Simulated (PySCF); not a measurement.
# How well do the runs reproduce experiment for C3H4N2?

**Measured values to compare with.**

NIST CCCBDB Release 22 (SRD 101), experimental dipoles lists, for the gas: dipole moment (vibrational ground state) 3.667 D.

NIST CCCBDB Release 22 (SRD 101), experimental polarizabilities lists, for the gas: mean polarisability 7.09 Å³.

The results are set against them at the end.

Species: C3H4N2.
SMILES with atom numbers: `[cH:1]1[cH:2][nH:3][cH:4][n:5]1` (hydrogens: H6 on C1; H7 on C2; H8 on N3; H9 on C4)

Cartesian coordinates in Å at the PBE0-D3(BJ)/def2-TZVP level; atoms count from 1:
```xyz
9
C3H4N2 angstrom
C     -0.5654   -0.4522   -0.9960
C     -0.9468    0.2799    0.0918
N      0.1954    0.4451    0.8283
C      1.1980   -0.1837    0.1671
N      0.7720   -0.7349   -0.9387
H     -1.1797   -0.7900   -1.8159
H     -1.8955    0.6858    0.4005
H      0.2729    0.9377    1.7001
H      2.2123   -0.2049    0.5362
```

The PySCF runs (gas phase, on this PBE0-D3(BJ)/def2-TZVP geometry; no spin–orbit coupling):

```
                              level                                                                                         job  basis functions  wall time
PBE0-D3(BJ)/def2-TZVP, grid level 2                                geometry optimisation from a GFN2-xTB start shaken at random              179    3.0 min
                     B97-2/pcSseg-2                                                          shieldings, ring-centre shieldings              236       29 s
                       KT3/pcSseg-2                                                          shieldings, ring-centre shieldings              236       42 s
                      PBE0/pcSseg-2                             shieldings, ring-centre shieldings, charges and field gradients              236       34 s
                   wB97X-D/pcSseg-2                                                          shieldings, ring-centre shieldings              236       39 s
              CAM-B3LYP/aug-cc-pVTZ                          10 singlets by full TDDFT, 4 Tamm–Dancoff triplets, polarisability              322       76 s
                   PBE0/aug-cc-pVTZ  10 singlets by full TDDFT, 4 Tamm–Dancoff triplets, polarisability, dynamic polarisability              322       76 s
                wB97X-D/aug-cc-pVTZ               10 singlets by full TDDFT, 4 Tamm–Dancoff triplets, polarisability, ΔSCF ions              322    3.5 min
```

Hardware: an Arm Neoverse N1 with one thread, no GPU, shared host.

## Comparison

**Dipole moment.** Measured: 3.667 D (NIST CCCBDB Release 22 (SRD 101), experimental dipoles).

| level | computed (D) | computed − measured (D) | % (from the printed values) |
| --- | --- | --- | --- |
| PBE0-D3(BJ)/def2-TZVP | 3.770 | +0.103 | +3 |
| B97-2/pcSseg-2 | 3.771 | +0.104 | +3 |
| KT3/pcSseg-2 | 3.600 | -0.067 | -2 |
| PBE0/pcSseg-2 | 3.798 | +0.131 | +4 |
| wB97X-D/pcSseg-2 | 3.857 | +0.190 | +5 |
| CAM-B3LYP/aug-cc-pVTZ | 3.802 | +0.135 | +4 |
| PBE0/aug-cc-pVTZ | 3.736 | +0.069 | +2 |
| wB97X-D/aug-cc-pVTZ | 3.795 | +0.128 | +3 |

The computed dipoles belong to one fixed geometry; measured ones are averaged over vibrations unless marked μe. Magnitudes are compared, not signs.

**Mean polarisability.** Measured: 7.09 Å³ (NIST CCCBDB Release 22 (SRD 101), experimental polarizabilities).

```
                level  computed (Å³)  computed − measured (Å³)  % (from the printed values)
CAM-B3LYP/aug-cc-pVTZ           7.16                     +0.07                           +1
     PBE0/aug-cc-pVTZ           7.18                     +0.09                           +1
  wB97X-D/aug-cc-pVTZ           7.16                     +0.07                           +1
```

All 3 levels lie above the measurement. The computed values are static and purely electronic, with core orbitals frozen in the response (1 au = 0.148185 Å³). The table of measured values doesn't say here whether a value is static or optical, or holds a vibrational part.

The geometry is computed, not the measured one. Where a level misses, the cause wasn't examined.
